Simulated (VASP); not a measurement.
Runs of VASP 6.6.1 on Se. Symmetry: Im-3m, No. 229, cubic system. The conventional cell has a = 3.427 Å, b = 3.427 Å, c = 3.427 Å, α = 90.00°, β = 90.00°, γ = 90.00°. Around Se (site symmetry m-3m) lie 8 Se at 2.97 Å. The cell was built by a generator and needn't be a form met in nature.

```csv
task,cell,k mesh,cutoff (eV),mesh quality,gap on the mesh (eV),pressure (GPa),relaxed volume (Å³/atom)
single point,"Im-3m, 20.12 Å³/atom",6 × 6 × 6,520,coarse,none,(a),-
single point,"I4/mmm, 26.79 Å³/atom",8 × 8 × 8,520,coarse,none,0.0,-
relaxation of cell and atoms,relaxed,6 × 6 × 6,600,coarse,none,0.0,20.08
relaxation of cell and atoms,relaxed,8 × 8 × 8,600,not flagged,none,0.1,26.84
```

Alike in all rows: level r2SCAN; potentials or basis VASP PAW PBE potentials, release 64 (Se); no spin polarisation; smearing gaussian 0.1 eV.

Q: Estimate the missing entries.

A: (a) -0.1.

Caveats: some runs use coarse meshes; the PAW data sets were made with another functional, which shifts forces and pressure a little; the volume moved by over 15 % at a fixed basis, so the end points are rough (some runs).

A k mesh can miss the band edges, and the runs leave out spin-orbit coupling on Se.

A gap of «none» marks a metal or a gap under the smearing width.
